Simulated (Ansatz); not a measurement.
Runs of Ansatz 0.2.0 on LiF (Griceite). Symmetry: Fm-3m, No. 225, cubic system. The conventional cell has a = 4.028 Å, b = 4.028 Å, c = 4.028 Å, α = 90.00°, β = 90.00°, γ = 90.00°. F (site symmetry m-3m) is surrounded by 6 Li at 2.01 Å. Li (site symmetry m-3m) has 6 F at 2.01 Å as nearest neighbours. 

```tsv
task	level	potentials or basis	cell	k mesh	cutoff (eV)	smearing	driver	delta	points for each segment of the path	screening (1/Å)	share of exact exchange	mesh quality	gap on the mesh (eV)	pressure (GPa)	V0 of scaled cells (Å³/atom)	relaxed volume (Å³/atom)	B0 (GPa)
relaxation of cell and atoms	PBEsol+D3(BJ)	Ansatz PAW	relaxed	11 × 11 × 11	420	gaussian 0.01 eV	-	-	-	-	-	not flagged	9.42	0.0	-	7.72	-
equation of state	PBEsol	JTH PAW	as given	11 × 11 × 11	1500	fermi-dirac 0.05 eV	-	-	-	-	-	not flagged	-	-	8.08	-	72
electron localisation function	rPW86-PBE+rVV10	Ansatz PAW	as given	11 × 11 × 11	420	fixed	-	-	-	-	-	not flagged	8.89	0.1	-	-	-
phonons	LDA	PseudoDojo standard	as given	7 × 7 × 7	1143	fermi-dirac 0.15 eV	calculator	0.02	-	-	-	not flagged	8.86	-6.6	-	-	-
relaxation of cell and atoms	LDA	Ansatz PAW polarizable	relaxed	11 × 11 × 11	420	fixed	-	-	-	-	-	not flagged	9.70	0.0	-	7.47	-
Born charges and dielectric tensor	PBEsol+D4	Ansatz PAW	as given	11 × 11 × 11	420	fixed	-	-	-	-	-	not flagged	8.92	-	-	-	-
band structure	PBEsol	Ansatz PAW	as given	11 × 11 × 11	420	fermi-dirac 0.05 eV	-	-	14	-	-	not flagged	8.92	(d)	-	-	-
relaxation of cell and atoms	PBEsol+D4	Ansatz PAW	relaxed	11 × 11 × 11	420	fermi-dirac 0.05 eV	-	-	-	-	-	not flagged	9.14	0.0	-	(a)	-
relaxation of cell and atoms	r2SCAN+D3(BJ)	JTH PAW LDA	relaxed	11 × 11 × 11	1500	fermi-dirac 0.025 eV	-	-	-	-	-	not flagged	10.45	0.0	-	7.83	-
single point	HSE06 form with a typed share of exact exchange	Ansatz PAW	as given	6 × 6 × 6	420	fermi-dirac 0.05 eV	-	-	-	0.3	0.25	coarse	(b)	-	-	-	-
equation of state	PBE	Ansatz PAW soft_1	as given	11 × 11 × 11	420	fermi-dirac 0.05 eV	-	-	-	-	-	not flagged	-	-	8.41	-	(c)
equation of state	PBEsol	PseudoDojo standard	as given	11 × 11 × 11	1143	fermi-dirac 0.05 eV	-	-	-	-	-	not flagged	-	-	8.01	-	73
```

Alike in all rows: no spin polarisation.

**Question.** Fill in the values left out.

**Answer.** (a) 7.97; (b) 11.11; (c) 67; (d) -1.1.

Caveats: some runs use coarse meshes; the PAW data sets come from PBE, with cores solved anew for the run's functional, which leaves a small shift of forces and pressure (some runs); odd divisions of the mesh miss points on the zone boundary, where band edges often lie, so the gap on the mesh can be too wide (some runs); the plane-wave basis is chosen anew once the cell has moved, so the energies of steps on either side of that aren't comparable (some runs); the potentials were made for another functional, which shifts forces and pressure (some runs); the cell is more than 3 GPa from zero pressure, which shifts response properties (some runs); the PAW data sets were made with another functional, which shifts forces and pressure a little (some runs).

A k mesh can miss the band edges.

Not every run made on this cell is shown here.
